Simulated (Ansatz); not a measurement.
# Ge: the cost of one run

Method: DFT r2SCAN, scalar-relativistic, plane waves, PAW, in Ansatz 0.2.0.

2 further runs of the same task are left out: 2 set aside as unsound or not needed. Runs told in other sessions of the task aren't counted.

## 1. The starting structure

The structure is hexagonal, space group P6_3/mmc (No. 194). The conventional cell has a = 3.996 Å, b = 3.996 Å, c = 6.603 Å, α = 90.00°, β = 90.00°, γ = 120.00°. Ge (site symmetry 3m) is surrounded by 4 Ge at 2.45 to 2.47 Å.

As a file:

```cif
data_structure
_symmetry_space_group_name_H-M 'P6_3/mmc'
_symmetry_Int_Tables_number 194
_cell_length_a 3.9956
_cell_length_b 3.9956
_cell_length_c 6.6027
_cell_angle_alpha 90.000
_cell_angle_beta 90.000
_cell_angle_gamma 120.000
_cell_volume 91.29
loop_
_atom_site_label
_atom_site_type_symbol
_atom_site_symmetry_multiplicity
_atom_site_Wyckoff_symbol
_atom_site_fract_x
_atom_site_fract_y
_atom_site_fract_z
_atom_site_occupancy
Ge1 Ge 4 f 0.66667 0.33333 0.56298 1
```

It goes back to an entry of the Materials Project, which need not be the stable form.

It is built from the cell relaxed beforehand with the same method (22.82 Å³/atom).

## 2. The reference: the undisturbed cell on the scan's mesh

File input.yaml:

```yaml
crystal:
  lattice:
    - [-3.9956487014, 0.0, 0.0]
    - [-1.9978243507, -3.4603332801, 0.0]
    - [0.0, 0.0, 13.2054219171]
  atoms:
    - { symbol: Ge, position: [0.6666666667, 0.6666666667, 0.031490717] }
    - { symbol: Ge, position: [0.6666666667, 0.6666666667, 0.531490717] }
    - { symbol: Ge, position: [0.3333333333, 0.3333333333, 0.281490717] }
    - { symbol: Ge, position: [0.3333333333, 0.3333333333, 0.781490717] }
    - { symbol: Ge, position: [0.6666666667, 0.6666666667, 0.218509283] }
    - { symbol: Ge, position: [0.6666666667, 0.6666666667, 0.718509283] }
    - { symbol: Ge, position: [0.3333333333, 0.3333333333, 0.468509283] }
    - { symbol: Ge, position: [0.3333333333, 0.3333333333, 0.968509283] }
basis:
  ecutwfc: 500
kpoints:
  mp_grid: { grid: [10, 10, 3] }
hamiltonian:
  xc: r2scan
scf:
  occupations: { method: gaussian, width: 0.03 }
output:
  forces: true
  stress: true
  eigenvalues: true
  write_density: true
  write_potential: true
  elf: true
  volumetric_format: npy
```

Run with:

```sh
$ ansatz run input.yaml --threads 2 --pin off --max-ram 5120MiB --backend cpu --events-out ev --progress --plain --runs-dir out
```

Q: Estimate wall time and peak memory on 2 threads of Intel Xeon 6975P-C (Granite Rapids), shared host.

About 9.4 s, with a peak of 1 GiB.
